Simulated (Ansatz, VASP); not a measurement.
## Two plane-wave programs on AlN

The input INCAR:

```
SYSTEM = AlN
PREC = Accurate
ENCUT = 600
EDIFF = 1E-6
ISMEAR = 0
SIGMA = 0.01
LREAL = .FALSE.
LASPH = .TRUE.
NELM = 80
ALGO = Normal
ISIF = 3
LWAVE = .FALSE.
LCHARG = .FALSE.
GGA = RE
IVDW = 12
IBRION = 2
NSW = 80
EDIFFG = -0.03
```

KPOINTS

```
Automatic mesh
0
G
  6 6 4
  0 0 0
```

File POSCAR:

```
AlN
1.0
    3.1130000000      0.0000000000      0.0000000000
   -1.5565000000      2.6959370800      0.0000000000
    0.0000000000      0.0000000000      4.9810000000
Al N
2 2
Direct
    0.3333333333      0.6666666667      0.0000000000
    0.6666666667      0.3333333333      0.5000000000
    0.3333333333      0.6666666667      0.3800000000
    0.6666666667      0.3333333333      0.8800000000
```

Input for Ansatz:

```yaml
crystal:
  lattice:
    - [3.113, 0.0, 0.0]
    - [-1.5565, 2.69593708, 0.0]
    - [0.0, 0.0, 4.981]
  atoms:
    - { symbol: Al, position: [0.3333333333333333, 0.6666666666666666, 0.0] }
    - { symbol: Al, position: [0.6666666666666666, 0.3333333333333333, 0.5] }
    - { symbol: "N", position: [0.3333333333333333, 0.6666666666666666, 0.38] }
    - { symbol: "N", position: [0.6666666666666666, 0.3333333333333333, 0.88] }
basis:
  ecutwfc: 510.0
kpoints:
  mp_grid:
    grid: [6, 6, 4]
hamiltonian:
  xc: revpbe
  dispersion: d3bj
scf:
  convergence:
    dr2_threshold: 1.0e-08
  occupations:
    method: fixed
relax:
  f_tol: 0.03
  cell: {}
```

Alike in both runs: task relaxation of cell and atoms; functional revPBE; dispersion D3(BJ); k mesh 6 × 6 × 4; no spin polarisation.

```csv
,VASP,Ansatz
version,VASP 6.6.1,Ansatz 0.2.0
potentials or method,"VASP PAW PBE potentials, release 64 (Al, N)","plane waves, PAW"
plane-wave cutoff (eV),600,510
occupations,"gaussian, width 0.01 eV",fixed
valence electrons in the cell,16,16
```

```tsv
	VASP	Ansatz	Ansatz less VASP
relaxed volume (Å³/atom)	10.31	10.34	+0.031
relaxed cell length with the largest relative difference (Å)	3.096	3.102	+0.0062
energy change over the relaxation (meV/atom)	-2	-1	+0.5
```

Ansatz warned: «stress_scf_threshold_loose».

Caveats: the PAW data sets were made with another functional, which shifts forces and pressure a little (VASP).
